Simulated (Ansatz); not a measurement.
NaBr:
```
CELL_PARAMETERS angstrom
      0.00000     2.97373     2.97373
      2.97373     0.00000     2.97373
      2.97373     2.97373     0.00000
ATOMIC_POSITIONS crystal
  Na 0.00000 0.00000 0.00000
  Br 0.50000 0.50000 0.50000
```

Relaxed with r²SCAN.

Problem. Give the Bader charges and basin volumes of the independent atoms, the program Ansatz at the r²SCAN level (PAW).

Solution. 

```csv
atom,Bader charge (e),Bader volume (Å³)
Na1,+0.88,9.7
Br2,-0.88,42.9
```

Space group Fm-3m (rock salt). The r²SCAN relaxation kept the symmetry of its start.

Potentials: the later of the program's two PAW sets.
